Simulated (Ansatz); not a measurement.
Theory: Ansatz 0.2.0, DFT PBE, scalar-relativistic, plane waves, PAW. Settings: cutoff 420 eV, Γ-centred meshes spaced at most about 0.3 Å⁻¹, and about 0.25 Å⁻¹ or finer for metals (2π included), Gaussian smearing. No spin polarisation in the final relaxations.

These are static total energies at zero pressure. Lower structures may exist.

Task: Order these relaxed structures of SnO2 by energy, lowest first, with the energy over the lowest of them.
A. Space group Pbcn (No. 60), orthorhombic, a = 4.790 Å, b = 5.824 Å, c = 5.306 Å. Sn has 6 O at 2.06–2.14 Å; around O lie 3 Sn at 2.06–2.14 Å.
B. Space group P4_2/mnm (No. 136), tetragonal, a = 4.828 Å, c = 3.238 Å. Around Sn lie 6 O at 2.09 Å; O has 3 Sn at 2.09 Å.
C. Space group P4/mmm (No. 123), tetragonal, a = 3.562 Å, c = 2.854 Å. Around Sn lie 8 O at 2.28 Å; O is surrounded by 4 Sn at 2.28 Å, 4 O at 2.52 Å and 2 O at 2.85 Å.
D. Space group P-3m1 (No. 164), trigonal, a = 3.228 Å, c = 5.490 Å. Sn is surrounded by 6 O at 2.12 Å; around O lie 3 Sn at 2.12 Å.

Result: B (0 meV/atom), A (18 meV/atom), D (153 meV/atom), C (926 meV/atom). Forms: B rutile type, P4_2/mnm; A Pbcn; D cadmium iodide type, P-3m1; C P4/mmm. Counting O atoms around Sn (those within 1.25 times the shortest such distance or 1.15 times the sum of covalent radii, 1.27 where that leaves under three): B has Sn 6; A has Sn 6; D has Sn 6; C has Sn 8.

No dispersion correction is applied, so the spacing and binding between layers, chains or molecules are poorly described (P-3m1), and this can change margins and order among such cells. The P4_2/mnm cell at 12.6 Å³/atom was relaxed from a measured cell (COD). The Pbcn cell at 12.3 Å³/atom was relaxed from a Materials Project cell. Cells relaxed within their symmetry can be saddle points. Some candidate types were left out of the draw beforehand, so a known form may be missing.
